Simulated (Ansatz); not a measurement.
## Stress against strain in MoS$_{2}$

```
CELL_PARAMETERS angstrom
3.16100 0.00000 0.00000
-1.58050 2.73751 0.00000
0.00000 0.00000 12.29500
ATOMIC_POSITIONS crystal
Mo 0.33333 0.66667 0.25000
Mo 0.66667 0.33333 0.75000
S 0.33333 0.66667 0.62750
S 0.66667 0.33333 0.12750
S 0.33333 0.66667 0.87250
S 0.66667 0.33333 0.37250
```

Atom numbers follow the list: Mo1, Mo2, S3, S4, S5, S6.

The cell comes from COD entry 9007660, which wasn't checked; take it as a given geometry.

All numbers below come from DFT, PBE, all-electron LAPW, scalar-relativistic in Ansatz 0.2.0.

Settings: a Γ-centred 10×10×3 k mesh, Fermi–Dirac smearing of 0.03 eV, basis error target 1 meV/atom, no spin polarisation.

The strain is applied along the Cartesian axes of the cell as listed (the other components stay zero). Fractional coordinates are held (clamped ions).

σ is the change of stress from the unstrained cell, which is at 8.91 GPa; tension is positive, so slopes are stress–strain coefficients at that pressure.

Only quantities that a quadratic follows smoothly over the whole series are listed; rougher ones are left out.

```tsv
εxx = εyy	σzz (GPa)	σxx (GPa)
-0.0300	-8.89	-13.18
-0.0200	-5.63	-8.39
0.0000	0.00	0.00
0.0100	2.42	3.65
0.0200	4.59	6.98
0.0300	6.56	10.01
```

Fit the series and read off the stiffness at zero strain.

Least-squares fits y = p0 + p1 x + p2 x² to the rows give σzz (GPa): p1 = 257, p2 = -1300; σxx (GPa): p1 = 386, p2 = -1700. So C13 + C23 = 257 GPa and C11 + C12 = 386 GPa, for these axes.

One run, at εxx = εyy = -0.0100, is withheld. Predict its row.

The fits give -2.71, -4.04; the run gave -2.67, -4.00.
